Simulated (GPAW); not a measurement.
Ge:

```
CELL_PARAMETERS angstrom
4.00068 0.00000 0.00000
2.00034 3.46469 0.00000
2.00034 1.15490 3.26654
ATOMIC_POSITIONS crystal
Ge 0.75000 0.75000 0.75000
Ge 0.50000 0.50000 0.50000
```

Base run:

- Program: GPAW 26.7.0
- Functional: M06-L
- Potentials or basis: GPAW PAW data sets (gpaw-data 1.2.1)
- Cutoff: 600 eV
- Basis: pw
- k mesh: 8 × 8 × 8
- Occupations: fermi-dirac, width 0.05 eV
- Spin: spin-orbit coupling, no magnetisation

Its results: band gap on the k mesh 0.36 eV, indirect (least direct gap 0.43 eV); pressure 3.2 GPa.

Task: The run is repeated on the same cell with these changes: functional from M06-L to PBE; spin from spin-orbit coupling, no magnetisation to no spin polarisation. What comes out?

Result: Band gap on the k mesh 0.09 eV, direct; pressure 3.9 GPa.

Several settings changed at once, so the effect can't be laid on one alone.

Caveats: spin-orbit coupling was added after a scalar SCF, so levels and gaps hold it while energy, forces, pressure and moments don't (some runs); this program's spin-orbit splittings come out too wide for heavy elements (some runs); the PAW data sets were made with another functional, which shifts forces and pressure a little (some runs).

Not every run made on this cell is shown here.
